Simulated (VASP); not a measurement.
# BaS: single point with PBEsol

Crystal: BaS.

```
CELL_PARAMETERS angstrom
0.00000 3.20780 3.20780
3.20780 0.00000 3.20780
3.20780 3.20780 0.00000
ATOMIC_POSITIONS crystal
Ba 0.00000 0.00000 0.00000
S 0.50000 0.50000 0.50000
```

The cell isn't the ideal one: Ca replaced by Ba, lengths x 1.083, strained and moved within the space group.

- Program: VASP 6.6.1
- Task: single point
- Functional: PBEsol
- Potentials or basis: VASP PAW PBE potentials, release 64 (Ba_sv, S)
- Cutoff: 520 eV
- k mesh: 8 × 8 × 8
- Occupations: gaussian, width 0.02 eV
- Spin: no spin polarisation
- Dipole correction: no
- Further INCAR settings: ALGO = Normal; EDIFF = 1e-06; NBANDS = 15

* Pressure: -1.1 GPa
* Band gap on the k mesh: 2.01 eV, indirect (least direct gap 2.15 eV)

Levels at points of the mesh, in eV from the valence-band top:
| k point | band 5 | band 6 | band 7 | band 8 | band 9 | band 10 | band 11 | band 12 |
| --- | --- | --- | --- | --- | --- | --- | --- | --- |
| (0.00, 0.00, 0.00) | -10.33 | 0.00 | 0.00 | 0.00 | 3.35 | 3.78 | 3.78 | 3.78 |
| (0.50, 0.00, 0.00) | -9.12 | -1.97 | -1.08 | -1.08 | 5.42 | 5.48 | 6.21 | 6.21 |
| (0.50, 0.50, 0.00) | -10.23 | -0.56 | -0.15 | -0.15 | 2.01 | 5.84 | 5.87 | 7.42 |

It took 12 s on 1 thread of Intel(R) Xeon(R) 6975P-C (Granite Rapids), on a shared host, peak memory 0.21 GiB.

Caveat: the PAW data sets were made with another functional, which shifts forces and pressure a little; spin-orbit coupling is left out, which moves the levels of the heavy elements. A k mesh can miss the band edges.
